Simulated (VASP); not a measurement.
# Ga (Cmce) in VASP: single point with r2SCAN

Aim: the single point of Ga with r2SCAN.

Everything below comes from runs of VASP 6.6.1. Logs are shortened: lines on timing, memory, paths and dates and some standing lists are left out, and cuts for length are marked.

### Step 1. The structure

Symmetry: Cmce, No. 64, orthorhombic system. The conventional cell has a = 4.432 Å, b = 7.598 Å, c = 4.556 Å, α = 90.00°, β = 90.00°, γ = 90.00°. Ga (site symmetry m) has 7 Ga at 2.49 to 2.75 Å as nearest neighbours.

### Step 2. Single point, r2SCAN

POSCAR

```
Ga
1.0
    2.2160233304     -3.7989918401      0.0000000000
    2.2160233304      3.7989918401      0.0000000000
    0.0000000000      0.0000000000      4.5555035300
Ga
4
Direct
    0.6556957200      0.3443042800      0.4154013900
    0.8443042800      0.1556957200      0.9154013900
    0.3443042800      0.6556957200      0.5845986100
    0.1556957200      0.8443042800      0.0845986100
```

INCAR.step1

```
SYSTEM = Ga
  PREC = Accurate
  ENCUT = 520
  ISMEAR = 0
  SIGMA = 0.1
  LREAL = .False.
  LASPH = .True.
  NELM = 100
  NBANDS = 34
  GGA = PE
  ALGO = Normal
  EDIFF = 1E-4
  LWAVE = .True.
  LCHARG = .False.
```

INCAR.step2

```
SYSTEM = Ga
  PREC = Accurate
  ENCUT = 520
  EDIFF = 1E-6
  ISMEAR = 0
  SIGMA = 0.1
  LREAL = .False.
  LASPH = .True.
  NELM = 100
  ALGO = Normal
  ISIF = 2
  LWAVE = .False.
  LCHARG = .False.
  METAGGA = R2SCAN
  LMIXTAU = .True.
  NBANDS = 34
  ISTART = 1
```

KPOINTS

```
regular mesh
0
Gamma
  6 6 4
  0 0 0
```

Potentials or basis: VASP PAW PBE potentials, release 64 (Ga_d).

Run with:

```
$ cat potpaw_PBE.64/Ga_d/POTCAR > POTCAR
$ cp INCAR.step1 INCAR
$ mpirun -np 1 vasp_std > vasp.out
$ cp INCAR.step2 INCAR
$ mpirun -np 1 vasp_std > vasp.out
```

OUTCAR:

```text
SYSTEM = Ga
   PREC = Accurate
   ENCUT = 520
   EDIFF = 1E-6
   ISMEAR = 0
   LREAL = .False.
   LASPH = .True.
   NELM = 100
   ISIF = 2
   METAGGA = R2SCAN
   ISTART = 1

 ion  position               nearest neighbor table
   1  0.656  0.344  0.415-   3 2.49   4 2.68   4 2.68   2 2.69   2 2.69   3 2.75   3 2.75
   2  0.844  0.156  0.915-   4 2.49   3 2.68   3 2.68   1 2.69   1 2.69   4 2.75   4 2.75
   3  0.344  0.656  0.585-   1 2.49   2 2.68   2 2.68   4 2.69   4 2.69   1 2.75   1 2.75
   4  0.156  0.844  0.085-   2 2.49   1 2.68   1 2.68   3 2.69   3 2.69   2 2.75   2 2.75

  LATTYP: Found a base centered orthorhombic cell.
 ALAT       =     4.4320466608
 B/A-ratio  =     1.7143284495
 C/A-ratio  =     1.0278554985

  Lattice vectors:

 A1 = (   2.2160233304,  -3.7989918401,   0.0000000000)
 A2 = (   2.2160233304,   3.7989918401,   0.0000000000)
 A3 = (   0.0000000000,   0.0000000000,   4.5555035300)

Analysis of symmetry for initial positions (statically):
=====================================================================
 Subroutine PRICEL returns:
 Original cell was already a primitive cell.

 Routine SETGRP: Setting up the symmetry group for a
 base centered orthorhombic supercell.

 Subroutine GETGRP returns: Found  8 space group operations
 (whereof  4 operations were pure point group operations)
 out of a pool of  8 trial point group operations.

The static configuration has the point symmetry C_2h.
 The point group associated with its full space group is D_2h.

Analysis of symmetry for dynamics (positions and initial velocities):
=====================================================================
 Subroutine PRICEL returns:
 Original cell was already a primitive cell.

 Routine SETGRP: Setting up the symmetry group for a
 base centered orthorhombic supercell.

 Subroutine GETGRP returns: Found  8 space group operations
 (whereof  4 operations were pure point group operations)
 out of a pool of  8 trial point group operations.

The dynamic configuration has the point symmetry C_2h.
 The point group associated with its full space group is D_2h.

 Subroutine INISYM returns: Found  8 space group operations
 (whereof  4 operations are pure point group operations),
 and found     1 'primitive' translations

----------------------------------------------------------------------------------------

                                     Primitive cell

  volume of cell :      76.7024

  direct lattice vectors                    reciprocal lattice vectors
     2.216023330 -3.798991840  0.000000000     0.225629393 -0.131613865  0.000000000
     2.216023330  3.798991840  0.000000000     0.225629393  0.131613865  0.000000000
     0.000000000  0.000000000  4.555503530     0.000000000  0.000000000  0.219514702

  length of vectors
     4.398078944  4.398078944  4.555503530     0.261210323  0.261210323  0.219514702

  position of ions in fractional coordinates (direct lattice)
     0.655695720  0.344304280  0.415401390
     0.844304280  0.155695720  0.915401390
     0.344304280  0.655695720  0.584598610
     0.155695720  0.844304280  0.084598610

  ion indices of the primitive-cell ions
   primitive index   ion index
                 1           1
                 2           2
                 3           3
                 4           4

----------------------------------------------------------------------------------------

 KPOINTS: regular mesh

Automatic generation of k-mesh.
 Grid dimensions read from file:
 generate k-points for:    6    6    4

 Generating k-lattice:

  Cartesian coordinates                     Fractional coordinates (reciprocal lattice)
     0.037604899 -0.021935644  0.000000000     0.166666667 -0.000000000  0.000000000
     0.037604899  0.021935644  0.000000000    -0.000000000  0.166666667  0.000000000
     0.000000000  0.000000000  0.054878676     0.000000000  0.000000000  0.250000000

  Length of vectors
     0.043535054  0.043535054  0.054878676

  Shift w.r.t. Gamma in fractional coordinates (k-lattice)
     0.000000000  0.000000000  0.000000000

 Subroutine IBZKPT returns following result:
 ===========================================

 Found     39 irreducible k-points:

 Following reciprocal coordinates:
            Coordinates               Weight
  0.000000  0.000000  0.000000      1.000000
  0.166667  0.000000  0.000000      4.000000
  0.333333  0.000000  0.000000      4.000000
  0.500000 -0.000000  0.000000      2.000000
  0.166667  0.166667  0.000000      2.000000
  0.333333  0.166667  0.000000      4.000000
[... 16 lines left out ...]
  0.333333  0.333333  0.250000      4.000000
  0.500000  0.333333  0.250000      8.000000
 [... further k-points ...]
   k-points           NKPTS =     39   k-points in BZ     NKDIM =     39   number of bands    NBANDS=     34
   number of dos      NEDOS =    301   number of ions     NIONS =      4
   total plane-waves  NPLWV =  46656
   dimension x,y,z NGX =    36 NGY =   36 NGZ =   36
   dimension x,y,z NGXF=    72 NGYF=   72 NGZF=   72
   ions per type =               4
   NGX,Y,Z   is equivalent  to a cutoff of  13.61, 13.61, 13.14 a.u.
   NGXF,Y,Z  is equivalent  to a cutoff of  27.22, 27.22, 26.28 a.u.
 SYSTEM =  Ga
   PREC   = accura    normal or accurate (medium, high low for compatibility)
   ISTART =      1    job   : 0-new  1-cont  2-samecut
   ICHARG =      0    charge: 1-file 2-atom 10-const
   ISPIN  =      1    spin polarized calculation?
   LNONCOLLINEAR =      F non collinear calculations
   LSORBIT =      F    spin-orbit coupling
   LASPH  =      T    aspherical Exc in radial PAW
   ENCUT  =  520.0 eV  38.22 Ry    6.18 a.u.   8.18  8.18  8.47*2*pi/ulx,y,z
   NELM   =    100;   NELMIN=  2; NELMDL=  0     # of ELM steps
   EDIFF  = 0.1E-05   stopping-criterion for ELM
   LREAL  =      F    real-space projection
   EDIFFG = 0.1E-04   stopping-criterion for IOM
   NSW    =      0    number of steps for IOM
   IBRION =     -1    ionic relax: 0-MD 1-quasi-New 2-CG
   NFREE  =      0    steps in history (QN), initial steepest desc. (CG)
   ISIF   =      2    stress and relaxation
   ISYM   =      2    0-nonsym 1-usesym 2-fastsym
   POTIM  = 0.5000    time-step for ionic-motion
   TEBEG  =    0.0;   TEEND  =   0.0 temperature during run
   PSTRESS=    0.0 pullay stress
   NELECT =      52.0000    total number of electrons
   NUPDOWN=      -1.0000    fix difference up-down
   EMIN   =  10.00;   EMAX   =-10.00  energy-range for DOS
   EFERMI =   0.00;   METHOD = LEGACY
   ISMEAR =     0;   SIGMA  =   0.10  broadening in eV -4-tet -1-fermi 0-gaus
   EFERMI_NEDOS =   21; number of points for ismear=-14 and -15
   IALGO  =     38    algorithm
   IMIX   =      4    mixing-type and parameters
     AMIX     =   0.40;   BMIX     =  1.00
     AMIX_MAG =   1.60;   BMIX_MAG =  1.00
  volume/ion in A,a.u.               =      19.18       129.40
  Fermi-wavevector in a.u.,A,eV,Ry     =   1.438157  2.717722 28.140864  2.068295
  Thomas-Fermi vector in A             =   2.557155
   LORBIT       =      0    0 simple, 1 ext, 2 COOP (PROOUT), +10 PAW based schemes
   METAGGA = R2SCAN    functional components
   LHFCALC =     F    Hartree Fock is set to
   AEXX    =    0.0000 exact exchange contribution
   IVDW    =     0    specifies the selected vdW correction
   LEPSILON=     F    determine dielectric tensor
   LRPA    =     F    only Hartree local field effects (RPA)
 non-spin polarized calculation
 Gauss-broadening in eV      SIGMA  =   0.10
  energy-cutoff  :      520.00
  volume of cell :       76.70
 maximum number of plane-waves:      2087
 NGX is ok and might be reduce to    36
   NGX = 17   NGY = 17   NGZ = 17

 number of electron      52.0000028 magnetization

 Free energy of the ion-electron system (eV)
  ---------------------------------------------------
  ext. energy  EPLUGINS =         0.00000000
  ---------------------------------------------------
  free energy    TOTEN  =       -45.83021983 eV

  energy without entropy =      -45.82702166  energy(sigma->0) =      -45.82862074

 E-fermi :   5.0802     XC(G=0): -11.7729

 val. band max:        5.0715354361   @ k =  -0.3333   0.1667   0.0000
 cond. band min:       5.1134198792   @ k =   0.0000   0.0000   0.5000
 fundamental gap:      0.0418844432
 Fermi energy:         5.0801900337

 k-point     1 :       0.0000    0.0000    0.0000
  band No.  band energies     occupation
      1     -10.6123      2.00000
      2     -10.5963      2.00000
      3     -10.5536      2.00000
      4     -10.5427      2.00000
      5     -10.5353      2.00000
      6     -10.5042      2.00000
[... 26 lines left out ...]
     33      12.2142      0.00000
     34      12.9142      0.00000

 k-point     2 :       0.1667    0.0000    0.0000
  band No.  band energies     occupation
      1     -10.6163      2.00000
      2     -10.5836      2.00000
      3     -10.5652      2.00000
      4     -10.5527      2.00000
      5     -10.5132      2.00000
      6     -10.4935      2.00000
[... 26 lines left out ...]
     33      11.9823      0.00000
     34      12.8908      0.00000

 k-point     3 :       0.3333    0.0000    0.0000
  band No.  band energies     occupation
      1     -10.6127      2.00000
      2     -10.5778      2.00000
      3     -10.5773      2.00000
      4     -10.5463      2.00000
      5     -10.5068      2.00000
      6     -10.5066      2.00000
[... 26 lines left out ...]
     33      11.3209      0.00000
     34      12.9498      0.00000

 k-point     4 :       0.5000   -0.0000    0.0000
  band No.  band energies     occupation
      1     -10.6004      2.00000
      2     -10.6004      2.00000
      3     -10.5539      2.00000
      4     -10.5539      2.00000
      5     -10.5142      2.00000
      6     -10.5142      2.00000
[... 26 lines left out ...]
     33      13.2000      0.00000
     34      13.2000      0.00000

 k-point     5 :       0.1667    0.1667    0.0000
  band No.  band energies     occupation
      1     -10.6091      2.00000
      2     -10.5977      2.00000
      3     -10.5619      2.00000
      4     -10.5575      2.00000
      5     -10.5167      2.00000
      6     -10.4770      2.00000
[... 621 lines left out ...]
 k-point    22 :      -0.1667    0.1667    0.2500
  band No.  band energies     occupation
      1     -10.6006      2.00000
      2     -10.5912      2.00000
      3     -10.5802      2.00000
      4     -10.5563      2.00000
      5     -10.5231      2.00000
      6     -10.5138      2.00000
[... 26 lines left out ...]
     33      12.1459      0.00000
     34      12.5898      0.00000

 k-point    23 :       0.3333    0.3333    0.2500
  band No.  band energies     occupation
      1     -10.6524      2.00000
      2     -10.6039      2.00000
      3     -10.5836      2.00000
      4     -10.5339      2.00000
      5     -10.5149      2.00000
      6     -10.4804      2.00000
[... 26 lines left out ...]
     33      13.3162      0.00000
     34      13.4941      0.00000

 k-point    24 :       0.5000    0.3333    0.2500
  band No.  band energies     occupation
      1     -10.6483      2.00000
      2     -10.6037      2.00000
      3     -10.5764      2.00000
      4     -10.5485      2.00000
      5     -10.5292      2.00000
      6     -10.5066      2.00000
[... 26 lines left out ...]
     33      13.3742      0.00000
     34      14.4965      0.00000

 [... further k-points ...]

------------------------ aborting loop because EDIFF is reached ----------------------------------------

  FORCE on cell =-STRESS in cart. coord.  units (eV):
  Direction    XX          YY          ZZ          XY          YZ          ZX
  --------------------------------------------------------------------------------------
  -------------------------------------------------------------------------------------
  Total        0.2694634     -0.0053730     -0.2107628      0.0000000     -0.0000000      0.0000000
  in kB        5.6286119     -0.1122329     -4.4024599      0.0000000     -0.0000000      0.0000000
  external PRESSURE =       0.3713064 kB  Pullay stress =       0.0000000 kB

 VOLUME and BASIS-vectors are now :
 -----------------------------------------------------------------------------
  energy-cutoff  :      520.00
  volume of cell :       76.70
      direct lattice vectors                 reciprocal lattice vectors
     2.216023330 -3.798991840  0.000000000     0.225629393 -0.131613865  0.000000000
     2.216023330  3.798991840  0.000000000     0.225629393  0.131613865  0.000000000
     0.000000000  0.000000000  4.555503530     0.000000000  0.000000000  0.219514702

 POSITION                                       TOTAL-FORCE (eV/Angst)
 -----------------------------------------------------------------------------------
      2.21602     -1.18297      1.89236         0.000000     -0.017172     -0.024511
      2.21602     -2.61602      4.17011         0.000000      0.017172     -0.024511
      2.21602      1.18297      2.66314         0.000000      0.017172      0.024511
      2.21602      2.61602      0.38539         0.000000     -0.017172      0.024511
 -----------------------------------------------------------------------------------
    total drift:                                0.000000     -0.000000      0.000000

  FREE ENERGIE OF THE ION-ELECTRON SYSTEM (eV)
  ---------------------------------------------------
  free  energy   TOTEN  =       -45.8302198260 eV

  energy  without entropy=      -45.8270216574  energy(sigma->0) =      -45.82862074
```

Wall time 7.4 min (1 thread of AMD EPYC 7R13 (Zen 3), shared host); peak memory 0.22 GiB.

Results:

```
Free energy            : -45.8302 eV
Pressure               : 0.0 GPa
Largest force          : 0.030 eV/Å
Band gap on the k mesh : none (metal or under the smearing width)
```

Forces on the atoms (eV/Å):
```
Ga   0.000 -0.017 -0.025
Ga   0.000  0.017 -0.025
Ga   0.000  0.017  0.025
Ga   0.000 -0.017  0.025
```

Stress tensor (GPa, compression positive):
```
 0.56  0.00  0.00
 0.00 -0.01  0.00
 0.00  0.00 -0.44
```

Levels at points of the mesh, in eV from the Fermi level:
| k point | band 24 | band 25 | band 26 | band 27 | band 28 | band 29 |
| --- | --- | --- | --- | --- | --- | --- |
| (0.00, 0.00, 0.00) | -1.81 | -1.35 | -0.83 | 1.06 | 1.25 | 1.25 |
| (0.50, 0.00, 0.00) | -3.58 | -1.64 | -1.64 | 0.81 | 0.81 | 4.43 |
| (0.50, 0.50, 0.00) | -3.43 | -1.97 | -1.80 | 1.13 | 1.17 | 3.80 |
| (0.00, 0.00, 0.50) | -0.02 | 0.03 | 0.03 | 0.33 | 0.33 | 2.17 |
| (0.50, 0.00, 0.50) | -6.61 | -1.67 | -1.67 | 0.74 | 0.74 | 7.76 |
| (0.50, 0.50, 0.50) | -5.61 | -1.33 | -1.33 | -0.69 | -0.69 | 6.90 |

Caveat: the PAW data sets were made with another functional, which shifts forces and pressure a little.
